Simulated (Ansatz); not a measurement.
Wires are cut from relaxed bulk HgTe (F-43m, 36.81 Å³/atom, gap on the mesh 0.00 eV); atoms and period are relaxed, and energies count from that bulk.

The calculation used DFT PBE, scalar-relativistic, plane waves, PAW (Ansatz).

Plane waves to 420 eV, a k mesh through Γ of 1×1×5 on the computed 12-atom cell and Gaussian smearing (0.05 eV); collinear spin from starting moments 0.3 0.3 0.3 0.3 0.3 0.3 0.3 0.3 0.3 0.3 0.3 0.3 μB.

Start ([111] wire, 12 host atoms a period):

```xyz
12
Lattice="14.4000 0.0000 0.0000 0.0000 14.0000 0.0000 0.0000 0.0000 11.5230" Properties=species:S:1:pos:R:3 pbc="T T T"
Hg    8.5580    7.0000    0.0000
Te    7.2000    4.6479    4.8013
Hg    5.8420    7.0000    3.8410
Te    9.9160    4.6479    0.9603
Te    7.2000    9.3521    4.8013
Te    4.4840    4.6479    8.6423
Hg    4.4840    4.6479    0.0000
Hg    9.9160    4.6479    3.8410
Hg    7.2000    9.3521    7.6820
Te    5.8420    7.0000    0.9603
Hg    7.2000    4.6479    7.6820
Te    8.5580    7.0000    8.6423
```

Task: What does the relaxation give?

Result: The free energy falls by 382 meV/atom.

```
excess energy (eV per host atom)                      : 0.154
line energy (eV/Å)                                    : 0.173
period (Å)                                            : 10.743
gap on the mesh (eV)                                  : 1.98
highest filled level or Fermi level under vacuum (eV) : 5.42
size of the moment (μB per cell)                      : 0.00
```

Relaxed structure:
```yaml
crystal:
  lattice:
    - [14.40000, 0.00000, 0.00000]
    - [0.00000, 14.00000, 0.00000]
    - [0.00000, 0.00000, 10.74254]
  atoms:
    - { symbol: Hg, position: [0.60091, 0.46995, 0.00586] }
    - { symbol: Te, position: [0.44094, 0.32573, 0.40504] }
    - { symbol: Hg, position: [0.42764, 0.52107, 0.33924] }
    - { symbol: Te, position: [0.74193, 0.38249, 0.13339] }
    - { symbol: Te, position: [0.43066, 0.69026, 0.46695] }
    - { symbol: Te, position: [0.32751, 0.25902, 0.80040] }
    - { symbol: Hg, position: [0.36400, 0.40001, 0.95565] }
    - { symbol: Hg, position: [0.60501, 0.34471, 0.28877] }
    - { symbol: Hg, position: [0.53100, 0.58721, 0.62231] }
    - { symbol: Te, position: [0.42986, 0.55581, 0.07172] }
    - { symbol: Hg, position: [0.47135, 0.34107, 0.67232] }
    - { symbol: Te, position: [0.62919, 0.45063, 0.73835] }
```

Spin-orbit coupling is left out, which matters for the bands of heavy elements. The gap is read on a mesh, which can miss the band edges, so it can be too wide.

Each run keeps its start's symmetry and one magnetic start, so lower states can exist.

It took 11 min on 4 threads of Intel(R) Xeon(R) 6975P-C (Granite Rapids), with other jobs on the host, peak memory 6 GiB.